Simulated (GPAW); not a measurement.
Pt: single point with PBE

Pt:

```
CELL_PARAMETERS angstrom
2.77313 0.00000 0.00000
1.38657 2.40160 0.00000
1.38657 0.80053 2.26425
ATOMIC_POSITIONS crystal
Pt 0.00000 0.00000 0.00000
```

| Quantity | Value |
| --- | --- |
| Program | GPAW 26.7.0 |
| Task | single point |
| Functional | PBE |
| Potentials or basis | GPAW PAW data sets (gpaw-data 1.2.1) |
| Cutoff | 500 eV |
| Basis | pw |
| k mesh | 9 × 9 × 9 |
| Occupations | fermi-dirac, width 0.05 eV |
| Spin | no spin polarisation |
| Maxiter | 120 |
| Convergence | default |

```json
{"Pressure": "9.0 GPa", "Band gap on the k mesh": "none (metal or under the smearing width)"}
```

Levels at points of the mesh, in eV from the Fermi level:
| k point | band 4 | band 5 | band 6 | band 7 | band 8 | band 9 | band 10 | band 11 | band 12 | band 13 |
| --- | --- | --- | --- | --- | --- | --- | --- | --- | --- | --- |
| (0.00, 0.00, 0.00) | -10.11 | -3.77 | -3.77 | -3.77 | -1.64 | -1.64 | 15.09 | 20.16 | 20.16 | 20.16 |

It took 4.4 s on 1 thread of Arm Neoverse V2, with other jobs on the host, peak memory 0.13 GiB.

Caveat: the cutoff is short for stress and forces, so pressures can be off by a GPa or more. The run has no spin-orbit coupling, so splittings on Pt are missing.
